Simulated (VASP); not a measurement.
# Si: relaxation of cell and atoms with PBEsol

The system is Si.

```
Si
1.0
     0.00000    2.71785    2.71785
     2.71785    0.00000    2.71785
     2.71785    2.71785    0.00000
Si
2
Cartesian
  4.0768 4.0768 4.0768
  2.7178 2.7178 2.7178
```

```
Program                : VASP 6.6.1
Task                   : relaxation of cell and atoms
Functional             : PBEsol
Potentials or basis    : VASP PAW PBE potentials, release 64 (Si)
Cutoff                 : 600 eV
k mesh                 : 10 × 10 × 10
Occupations            : gaussian, width 0.03 eV
Spin                   : no spin polarisation
Further INCAR settings : ALGO = Normal; EDIFF = 1e-07; IBRION = 2; EDIFFG = -0.005; NSW = 90; ISIF = 3
```

```json
{"Pressure after relaxing": "0.0 GPa", "Band gap on the k mesh": "0.47 eV, indirect (least direct gap 2.52 eV)"}
```

Final structure:
```
Si
1.0
     0.00000    2.71785    2.71785
     2.71785    0.00000    2.71785
     2.71785    2.71785    0.00000
Si
2
Direct
  0.75000 0.75000 0.75000
  0.50000 0.50000 0.50000
```

Levels at points of the mesh, in eV from the valence-band top:
```tsv
k point	band 1	band 2	band 3	band 4	band 5	band 6	band 7	band 8
(0.00, 0.00, 0.00)	-11.97	0.00	0.00	0.00	2.52	2.52	2.52	3.29
(0.50, 0.00, 0.00)	-9.63	-7.00	-1.20	-1.20	1.46	3.27	3.27	7.51
(0.50, 0.50, 0.00)	-7.82	-7.82	-2.87	-2.87	0.59	0.59	10.04	10.04
```

It took 6 s on 1 thread of Intel(R) Xeon(R) 6975P-C (Granite Rapids), on a shared host, peak memory 0.16 GiB.

Caveat: the relaxation stopped at its first step, so nothing moved; the PAW data sets were made with another functional, which shifts forces and pressure a little. PBEsol gaps usually lie below the measured ones, often by a third to a half.
